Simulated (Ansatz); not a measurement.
# BP: relaxed-ion elastic tensor

Level of theory: DFT PBE, scalar-relativistic, plane waves, PAW (Ansatz 0.2.0). Cutoff 420 eV, 12×12×12 k-points (Γ-centred), fixed occupations. No spin polarisation.

Relaxed structure:
```
CELL_PARAMETERS angstrom
0.00000 2.27417 2.27417
2.27417 0.00000 2.27417
2.27417 2.27417 0.00000
ATOMIC_POSITIONS crystal
B 0.50000 0.50000 0.50000
P 0.75000 0.75000 0.75000
```

It comes from a database structure that was distorted and then relaxed.

(1) Give the relaxed-ion elastic constants (GPa, Voigt order xx yy zz yz xz xy, on the Cartesian axes of the cell above).

(2) Is the crystal stable against homogeneous strain?

(3) And the moduli of a polycrystal (Hill averages)?

Answers

(1)
```
339.5  73.3  73.3   0.0   0.0   0.0
 73.3 339.5  73.3   0.0   0.0   0.0
 73.3  73.3 339.5   0.0   0.0   0.0
  0.0   0.0   0.0 184.5   0.0   0.0
  0.0   0.0   0.0   0.0 184.5   0.0
  0.0   0.0   0.0   0.0   0.0 184.5
```

(2) Yes: the least eigenvalue of the tensor is 184.5 GPa.

(3) B = 162 GPa, G = 162 GPa, E = 364 GPa, ν = 0.13.
